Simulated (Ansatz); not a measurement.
# How cost and error scale: glassy Al2O3 (180 atoms) repeated, part 2 of 2

Wanted: cost and convergence against size for glassy Al2O3 (180 atoms).

Ansatz 0.2.0; Kohn-Sham DFT, PBE, PAW (set soft_1), plane waves.

The cell: 72 Al and 108 O. The quench rate of 20 K/ps far exceeds what a furnace or splat quench reaches. The starting topology of bonds comes from the classical model.

So far. Step 6 (Support functions, 1440 atoms): The energy lies 2.74 meV/atom below the dense-mesh reference, and 2.7 meV/atom below plane waves of the same size, an offset between the two bases that leaves the sampling error alike. Step 7 (Truncated density matrix, 1440 atoms): The energy lies 2.74 meV/atom below the dense-mesh reference, and 2.7 meV/atom below plane waves of the same size, an offset between the two bases that leaves the sampling error alike.

### Step 8. Scaling with size

Differences are against the typed cell on a 2×2×2 mesh, which samples like Γ on 1440 atoms (r.m.s. force component 0.965 eV/Å, gap 2.90 eV). Every repeated cell is solved at Γ, and forces are averaged over the copies of each atom. Hardware: 1 × NVIDIA GB200 with 32 threads of Arm Neoverse V2, shared host.

```csv
atoms,repeats,basis,"Δ force, r.m.s. (meV/Å)",Δ energy (meV/atom),less plane waves of the same size (meV/atom),gap (eV),spread among copies (meV/Å),SCF cycles,time,host memory (GiB),planned on the GPU (GiB)
180,1×1×1,plane waves,1.42,0.428,-,2.90,-,13,1.6 s,1.1,5.8
180,1×1×1,support functions,1.58,-2.28,-2.7,2.90,-,13,3.9 s,0.97,4.9
1440,2×2×2,plane waves,0.004,0,-,2.90,0,14,2.9 min,3.7,78
1440,2×2×2,support functions,0.624,-2.74,-2.7,2.90,0.025,16,23 s,3.4,28
1440,2×2×2,truncated density matrix,0.599,-2.74,-2.7,-,0.011,22,22 s,3.4,29
```

### Step 9. What the reference run shows

The comparisons rest on this run, so its electronic structure is set out here.

Neighbours are counted within 2.33 Å (O-Al).

Length of the force by element and coordination:

```
element  coordination  atoms  mean length of the force (eV/Å)  spread  least  most
     Al           all     72                             1.65   0.691  0.130  3.65
     Al             4     54                             1.67   0.703  0.130  3.65
     Al             5     16                             1.64   0.675  0.482  2.77
     Al             6      2                             1.33   0.326   1.01  1.66
      O           all    108                             1.39   0.752  0.225  3.79
      O             2     18                             1.44   0.795  0.477  3.58
      O             3     88                             1.37   0.745  0.225  3.79
      O             4      2                             1.85   0.414   1.44  2.26
```

Löwdin charges by element and coordination (they lack the spilled electrons, 0.039 e an atom on average):

```
element  coordination  atoms  mean charge (e)  spread   least    most
     Al           all     72             1.35  0.0269    1.26    1.40
     Al             4     54             1.36  0.0194    1.32    1.40
     Al             5     16             1.33  0.0243    1.28    1.37
     Al             6      2             1.27  0.0073    1.26    1.28
      O           all    108           -0.835  0.0206  -0.887  -0.788
      O             2     18           -0.864  0.0179  -0.887  -0.820
      O             3     88           -0.830  0.0149  -0.869  -0.791
      O             4      2           -0.794   0.006  -0.800  -0.788
```

States in the cell by windows of 1 eV, zero at the Fermi level; some projections on atomic orbitals stand beside the total:

```csv
from (eV),to (eV),total,O p,Al p,Al s
-14,-8,0.0,0.0,0.0,0.0
-8,-7,27.4,20.5,1.8,4.4
-7,-6,67.7,51.5,5.9,8.6
-6,-5,84.2,66.1,11.2,4.5
-5,-4,102.8,85.6,12.1,2.5
-4,-3,117.3,104.0,9.2,1.3
-3,-2,119.6,111.6,4.9,0.6
-2,-1,89.8,85.2,2.6,0.3
-1,0,38.5,36.8,1.0,0.1
0,1,0.7,0.6,0.0,0.0
1,2,0.0,0.0,0.0,0.0
2,3,0.2,0.0,0.0,0.1
3,4,3.9,0.4,0.9,1.5
4,5,10.4,1.5,3.4,2.8
```

The curve was stored every 0.10 eV, coarse against its broadening of 0.08 eV, so these counts are rough.

With fixed occupations the program's Fermi level is the highest filled level; weight inside the gap is the broadening of levels at its edges.

Between -20 and -14 eV lie 216 more states.

Not all projections were asked for or kept, so they needn't add up to the total.

The levels nearest the highest filled one (over half full), pooled over k-points and spins:

| level less the highest filled one (eV) | occupation |
| --- | --- |
| -0.003 | 2 |
| -0.0025 | 2 |
| -0.0019 | 2 |
| -0.0013 | 2 |
| -6.0e-4 | 2 |
| 0 | 2 |
| 2.90 | 0 |
| 3.25 | 0 |
| 3.28 | 0 |
| 3.33 | 0 |
| 3.50 | 0 |
| 3.51 | 0 |

Mean Löwdin charges: Al +1.35, O -0.84 e (they miss 0.82 % of the electrons, so they add up to more than the cell's charge). The largest share in the top eV of filled states is O p (97 % of the projected weight), and in the lowest eV of empty states Al s (41 % of the projected weight).

### Step 10. What came out

- free energy per atom: -556.7690 eV/atom
- pressure: 4.456 GPa
- r.m.s. force component: 0.9646 eV/Å
- gap (highest filled to lowest empty level): 2.902 eV
- wall time of the 6 DFT runs: 3.9 min

Repeating the cell at Γ samples more k-points: in plane waves the energy difference from the dense mesh goes from 0.428 meV/atom at 180 atoms to 0 at 1440, and the force difference from 1.4 to 0.004 meV/Å; the gap stays at 2.90 eV. With plane waves, the time grows as the 2.3 power of the atom count between the two largest sizes, 180 and 1440 atoms. With support functions, the time grows as the 0.9 power of the atom count between the two largest sizes, 180 and 1440 atoms. The smaller run is short enough for fixed overheads to flatten this slope. At 1440 atoms truncation (run in mixed precision) changes the energy by +0.0022 meV/atom and takes 0.97 times the time of the full density matrix. At equal size the support functions lie 2.7 meV/atom below plane waves, likely because their grid holds more waves than 420 eV; no run tests this. Support functions take 2.5 times the time of plane waves at 180 atoms and 0.13 times at 1440, so the crossover lies within the series. The truncated run is already faster than plane waves at 1440 atoms (0.13 times their time).

Between filled and empty levels lie 2.90 eV (on the run's k-points); a semilocal functional tends to put such gaps too low. In a disordered cell it changes from sample to sample, and tail or defect levels can set it.

What to keep in mind: The force components of 0.96 eV/Å r.m.s. come partly from thermal motion and partly from the difference between the classical potential and DFT. The stress is far from hydrostatic: its diagonal is 6.6, 4.1, 2.7 GPa, compression counted positive. The pressure of 4.5 GPa is that of one thermal frame, in which the classical model's bond lengths enter as well as the volume, without the kinetic term.

Against the measurements quoted at the start:

| quantity | measured | this cell | difference | method of the measurement |
| --- | --- | --- | --- | --- |
| number of O about Al | 4.73 | 4.28 | -9.6 % | 27Al MAS NMR |

The cell differs from the measured neighbour counts by up to 9.6 %. The network comes from the model that made the cell; DFT did not move the atoms, so distances and counts test that model. Our coordination numbers hang on a cutoff, and experiments count neighbours in their own ways.

[Logs are printed without paths, hosts, clocks, repeated set-up lines and the standing remarks that a program may print on its own settings, such as how far it seeks lower states.]

[Hosts, paths, dates, database ids (printed as entryN), source tags and the programs' standing remarks are cut or masked in the printed files.]
